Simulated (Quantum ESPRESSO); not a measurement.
# Ir under changes of volume

One of the cells (14.059 Å³/atom); the others are scaled copies at fixed shape and fractional positions:

```
Ir
1.0
     0.00000    1.91560    1.91560
     1.91560    0.00000    1.91560
     1.91560    1.91560    0.00000
Ir
1
Cartesian
  0.0000 0.0000 0.0000
```

```yaml
Program: Quantum ESPRESSO 7.5
Functional: PBEsol
Potentials_or_basis: GBRV 1.5 PBEsol
Cutoff: 612 eV
Density_cutoff: 4898 eV
k_mesh: 12 × 12 × 12
Occupations: fermi-dirac, width 0.05 eV
Spin: no spin polarisation
```

| volume (Å³/atom) | energy over the lowest point (meV/atom) | pressure (GPa) |
| --- | --- | --- |
| 13.215 | 65.62 | 27.1 |
| 13.496 | 27.17 | 16.7 |
| 13.778 | ? | ? |
| 14.059 | 0.00 | -0.7 |
| 14.340 | 7.57 | -7.9 |
| 14.621 | 27.11 | -14.4 |
| 14.902 | 57.23 | -20.0 |

Question: What does the run at 13.778 Å³/atom give?

Answer: Energy over the lowest point 5.97 meV/atom; pressure 7.5 GPa.

Worked out: A Birch-Murnaghan fit of order 3 (a polynomial in V^(-2/3)) to the other rows has its minimum at 14.04 Å³/atom with B0 = V·E''(V) = 388 GPa and B' = 5.1. It gives 5.91 meV/atom at 13.778 Å³/atom, against the run's 5.97, and -dE/dV = 7.5 GPa, against 7.5.

Energies are extrapolated to zero smearing.
